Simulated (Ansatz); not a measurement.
TiO2:

```xyz
9
Lattice="2.9683 0.0000 0.0000 0.0002 4.7076 0.0000 1.4836 0.2424 7.0835" Properties=species:S:1:pos:R:3 pbc="T T T"
Ti    0.0111    0.0020    0.0050
Ti    1.4933    2.3377    2.2452
Ti    2.9797    2.6161    4.8486
O     1.4969    0.9041    0.9105
O     2.9795    1.5111    3.2009
O     1.4967    1.6498    5.7110
O     2.9804    3.3042    1.3825
O     1.4963    3.4427    3.8925
O     2.9811    4.0496    6.1826
```

The cell comes from a database or a generator and needn't be the stable form of this composition.

- Program: Ansatz 0.2.0
- Task: relaxation of cell and atoms
- Functional: BLYP
- Potentials or basis: Ansatz PAW
- Cutoff: 420 eV (not typed: the program's choice for these potentials)
- k mesh: 9 × 6 × 4
- Occupations: fermi-dirac, width 0.05 eV
- Spin: no spin polarisation

At the start: volume 11.00 Å³/atom.

Problem. Where does the relaxation end?

Solution. It ends after 19 steps and the volume is 11.59 Å³/atom (+5.4 %); space group C2 (No. 5, to 0.05 Å).

Step by step:
| step | energy change (eV) | largest force (eV/Å) | volume (Å³) |
| --- | --- | --- | --- |
| 1 | 0.0000 | 0.3079 | 98.98 |
| 2 | -0.0845 | 0.2110 | 102.52 |
| 3 | -0.0881 | 0.0393 | 103.44 |
| 4 | -0.0880 | 0.0222 | 103.52 |
| 5 | -0.0881 | 0.0138 | 103.52 |
| 6 | -0.0882 | 0.0028 | 103.52 |
| 7 | -0.0882 | 0.0029 | 103.52 |
| 8 | -0.0882 | 0.0033 | 103.52 |
| 9 | -0.0882 | 0.0035 | 103.52 |
| 10 | -0.0882 | 0.0043 | 103.52 |
| 11 | -0.0882 | 0.0080 | 103.53 |
| 12 | -0.0881 | 0.0118 | 103.54 |
| 13 | -0.0896 | 0.0623 | 103.68 |
| 14 | -0.0910 | 0.0071 | 103.80 |
| 15 | -0.1247 | 0.0070 | 103.80 |
| 16 | -0.1222 | 0.0323 | 104.38 |
| 17 | -0.1227 | 0.0329 | 104.33 |
| 18 | -0.1230 | 0.0074 | 104.31 |
| 19 | -0.1258 | 0.0074 | 104.31 |

Final structure:
```xyz
9
Lattice="3.0077 0.0004 -0.0003 0.0008 4.8260 -0.0108 1.5027 0.2324 7.1854" Properties=species:S:1:pos:R:3 pbc="T T T"
Ti   -0.0948    0.0025    0.0050
Ti    1.4891    2.4093    2.2673
Ti    3.0042    2.6537    4.9179
O     1.5432    0.9307    0.9236
O     3.0400    1.5755    3.2258
O     1.5414    1.6660    5.7875
O     3.0478    3.3972    1.3967
O     1.5352    3.4863    3.9589
O     3.0470    4.1321    6.2603
```

Caveat: the plane-wave basis is chosen anew once the cell has moved, so the energies of steps on either side of that aren't comparable; the pressure holds a Pulay correction of +0.8 GPa for the finite cutoff; the PAW data sets come from PBE, with cores solved anew for the run's functional, which leaves a small shift of forces and pressure.
